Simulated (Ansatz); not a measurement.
Reactions of BrClFGeH, SMILES `[F][GeH]([Cl])[Br]`.

Computed with Ansatz on PBE0-D4/def2-TZVP structures; ΔE is electronic, products minus reactants. CBS: MP2 limit from def2 TZ/QZ plus the TZ coupled-cluster correction, frozen cores. This one scheme is used for every species, atoms too. Open shells (•) are unrestricted, without spin–orbit coupling. Spin–orbit coupling would lower the free atoms: a little for Cl, F; clearly for Br, Ge. Bonds to Br, Ge are less sure, by a few kJ/mol each and by 10 to 20 or more in all where they break to atoms, as the def2 sets lack core-valence functions. Scalar relativity is left out up to krypton. One conformer a species, not always the lowest.

(1) Order these by ΔE at CCSD(T)/CBS, lowest first. (Best estimate.)
A. `[F][GeH]([Cl])[Br]` + HCl → `[Cl][GeH]([Cl])[Br]` + H–F
B. `[F][GeH]([Cl])[Br]` + CH₃NH₂ → `C[NH][GeH]([F])[Cl]` + HBr
C. `[F][GeH]([Cl])[Br]` + `F[C](F)F`• → `[F][Ge]([Cl])[Br]`• + trifluoromethane
D. `[F][GeH]([Cl])[Br]` → `FBr` + `[Cl][GeH]`
E. `[F][GeH]([Cl])[Br]` + H• → `[F][Ge]([Cl])[Br]`• + H₂
F. `[F][GeH]([Cl])[Br]` → `[F][Ge][Cl]` + HBr
G. `[F][GeH]([Cl])[Br]` + H₂ → `[Cl][GeH2][Br]` + H–F
H. `[F][GeH]([Cl])[Br]` → Br• + Cl• + F• + Ge• + H•

Largest T1 diagnostic: 0.014, for `F[C](F)F`•.

## Answers

(1) C (-108.8 kJ/mol), E (-90.5 kJ/mol), A (-12.8 kJ/mol), G (+36.4 kJ/mol), B (+50.2 kJ/mol), F (+115.4 kJ/mol), D (+496.0 kJ/mol), H (+1461.8 kJ/mol).
